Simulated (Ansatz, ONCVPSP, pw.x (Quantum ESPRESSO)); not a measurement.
## What a changed setting does to a pw.x run (bcc Zr)

Potential: optimised norm-conserving Vanderbilt (ONCV), ONCVPSP 4.0.1, PBE; core [Ar] 3d10, reference 4s2 4p6 4d2 5s2; waves: 4s+5s: rc 1.95 bohr, ncon 3, nbas 6, qcut 6.4 1/bohr, 2 projectors; 4p: rc 2.10 bohr, ncon 4, nbas 8, qcut 8 1/bohr, 1 projector; 4d: rc 2.65 bohr, ncon 5, nbas 10, qcut 6.6 1/bohr, 2 projectors, debl 1.6 Ha; local part: polynomial inside 1.90 bohr (lpopt 5, dvloc0 2 Ha); core correction: Teter function fitted to the true core (icmod 2), fcfact 0.55.

The reference run (k-mesh 13³, cutoffs 50/200 Ry, Fermi–Dirac 0.01 Ry, mixing_beta 0.4, conv_thr 1e-9, no spin) gives 0.04 GPa at 23.074 Å³/atom, where all-electron LAPW gives -0.34 GPa. This run, with its own iteration cap, changes smearing to mv.

```
&control
  calculation='scf', prefix='x', pseudo_dir='./', outdir='./tmp', tstress=.true., disk_io='none'
/
&system
  ibrav=0, nat=1, ntyp=1, ecutwfc=50, ecutrho=200, nbnd=14,
  occupations='smearing', smearing='mv', degauss=0.01
/
&electrons
  conv_thr=1e-09, mixing_beta=0.4, electron_maxstep=50
/
ATOMIC_SPECIES
Zr 1.0 Zr.UPF
CELL_PARAMETERS angstrom
  -1.79344322 1.79344322 1.79344322
  1.79344322 -1.79344322 1.79344322
  1.79344322 1.79344322 -1.79344322
ATOMIC_POSITIONS crystal
Zr 0.0000 0.0000 0.0000
K_POINTS automatic
13 13 13 0 0 0
```

```bash
pw.x < Zr.scf.in > Zr.scf.out
```

Task: How does the run end?

Result: It converges in 7 iterations; the free energy moves by +56.4 meV/atom and the pressure by -0.68 GPa. This scheme is built to cancel the term in the square of the width that Fermi–Dirac smearing leaves in the F of a metal.

```
Message from routine setup:
     using ibrav=0 with symmetry is DISCOURAGED, use correct ibrav instead
     lattice parameter (alat)  =       5.8701  a.u.
     unit-cell volume          =     155.7111 (a.u.)^3
     number of electrons       =        12.00
     number of Kohn-Sham states=           14
     kinetic-energy cutoff     =      50.0000  Ry
     charge density cutoff     =     200.0000  Ry
     scf convergence threshold =      1.0E-09
     Exchange-correlation= PBE
     number of k points=    84  Marzari-Vanderbilt smearing, width (Ry)=  0.0100
     iteration #  1     ecut=    50.00 Ry     beta= 0.40
     total energy              =    -113.29181429 Ry
     estimated scf accuracy    <       0.01244280 Ry
     iteration #  2     ecut=    50.00 Ry     beta= 0.40
     total energy              =    -113.29227940 Ry
     estimated scf accuracy    <       0.00144466 Ry
     iteration #  3     ecut=    50.00 Ry     beta= 0.40
     total energy              =    -113.29252771 Ry
     estimated scf accuracy    <       0.00007088 Ry
     iteration #  4     ecut=    50.00 Ry     beta= 0.40
     total energy              =    -113.29253181 Ry
     estimated scf accuracy    <       0.00000340 Ry
     iteration #  5     ecut=    50.00 Ry     beta= 0.40
     total energy              =    -113.29253107 Ry
     estimated scf accuracy    <       0.00000120 Ry
     iteration #  6     ecut=    50.00 Ry     beta= 0.40
     total energy              =    -113.29253137 Ry
     estimated scf accuracy    <       0.00000004 Ry
     iteration #  7     ecut=    50.00 Ry     beta= 0.40
     the Fermi energy is    13.9089 ev
!    total energy              =    -113.29253138 Ry
     estimated scf accuracy    <          8.1E-10 Ry
     smearing contrib. (-TS)   =      -0.00022851 Ry
     The total energy is F=E-TS. E is the sum of the following terms:
     one-electron contribution =     -18.17411070 Ry
     hartree contribution      =      14.10891150 Ry
     xc contribution           =     -31.91350050 Ry
     ewald contribution        =     -77.31360316 Ry
     convergence has been achieved in   7 iterations
          total   stress  (Ry/bohr**3)                   (kbar)     P=       -6.36
     Message from routine punch:
     Nothing written, as per user request (disk_io='none')
```

The run took about 11 s on one core of a shared server CPU.
